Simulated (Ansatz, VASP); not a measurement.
One calculation of GaSb, two programs

Contents of INCAR:

```
SYSTEM = GaSb
PREC = Accurate
ENCUT = 520
EDIFF = 1E-6
ISMEAR = 0
SIGMA = 0.1
LREAL = .False.
LASPH = .True.
NELM = 100
ALGO = Normal
ISIF = 2
LWAVE = .False.
LCHARG = .False.
GGA = PS
NBANDS = 16
```

File KPOINTS:

```
Automatic mesh
0
Gamma
  16 16 16
  0 0 0
```

POSCAR

```
GaSb
1.0
   -1.6298062975      2.7723196091      2.9760906849
    1.6298062975     -2.7723196091      2.9760906849
    1.6298062975      2.7723196091     -2.9760906849
Ga Sb
1 1
Direct
    0.0000000000      0.0000000000      0.0000000000
    0.5000000000      0.5000000000      0.0000000000
```

Input for Ansatz:

```yaml
crystal:
  lattice:
    - [-1.6298062975, 2.7723196091, 2.9760906849]
    - [1.6298062975, -2.7723196091, 2.9760906849]
    - [1.6298062975, 2.7723196091, -2.9760906849]
  atoms:
    - { symbol: Ga, position: [0.0, 0.0, 0.0] }
    - { symbol: Sb, position: [0.5, 0.5, 0.0] }
basis:
  ecutwfc: 420
kpoints:
  mp_grid: { grid: [16, 16, 16] }
hamiltonian:
  xc: pbesol
scf:
  occupations: { method: gaussian, width: 0.1 }
output:
  forces: true
  stress: true
  eigenvalues: true
```

Alike in both runs: task single point; functional PBEsol; k mesh 16 × 16 × 16; occupations gaussian, width 0.1 eV; no spin polarisation.

```csv
,VASP,Ansatz
version,VASP 6.6.1,Ansatz 0.2.0
potentials or method,"VASP PAW PBE potentials, release 64 (Ga_d, Sb)","scalar-relativistic, plane waves, PAW"
plane-wave cutoff (eV),520,420
valence electrons in the cell,18,28
```

```tsv
	VASP	Ansatz	Ansatz less VASP
gap on the k mesh at the Fermi level (eV)	none	none	-
pressure (GPa)	-7.1	-7.0	+0.12
largest component of the traceless stress (GPa)	0.56	0.55	-0.005
```

A gap of «none» marks a metal or a gap that the smearing closes. The functional is the same, so the differences come from potentials, cutoffs and numerics. The two sets of potentials don't hold the same shells in valence.

Caveats: the PAW data sets were made with another functional, which shifts forces and pressure a little (VASP). Spin-orbit coupling is left out, which matters for the levels of Sb.
